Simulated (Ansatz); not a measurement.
# GaSb in Ansatz: the effect of functional

Crystal: GaSb.

```
Sb Ga
1.0
    -1.58642    2.72747    2.95006
     1.58642   -2.72747    2.95006
     1.58642    2.72747   -2.95006
Sb Ga
1 1
Direct
  0.50000 0.50000 0.00000
  0.00000 0.00000 0.00000
```

Measurements of this composition are mostly on another form, of space group No. 216.

The cell isn't the ideal one: volume scaled by 1.06.

Alike in all runs:

| Quantity | Value |
| --- | --- |
| Program | Ansatz 0.2.0 |
| Task | single point |
| Potentials or basis | Ansatz PAW |
| k mesh | 10 × 10 × 10 |
| Occupations | fermi-dirac, width 0.05 eV |
| Spin | no spin polarisation |

| functional | cutoff | pressure (GPa) |
| --- | --- | --- |
| LDA | 420 eV (not typed: the program's choice for these potentials) | -6.7 |
| PBEsol | 420 eV (not typed: the program's choice for these potentials) | ? |
| r2SCAN | 500 eV (not typed: the program's choice for these potentials) | -4.4 |

Task: What does the run with functional PBEsol give?

Result: Pressure -5.5 GPa.

Caveats: the PAW data sets come from PBE, with cores solved anew for the run's functional, which leaves a small shift of forces and pressure.
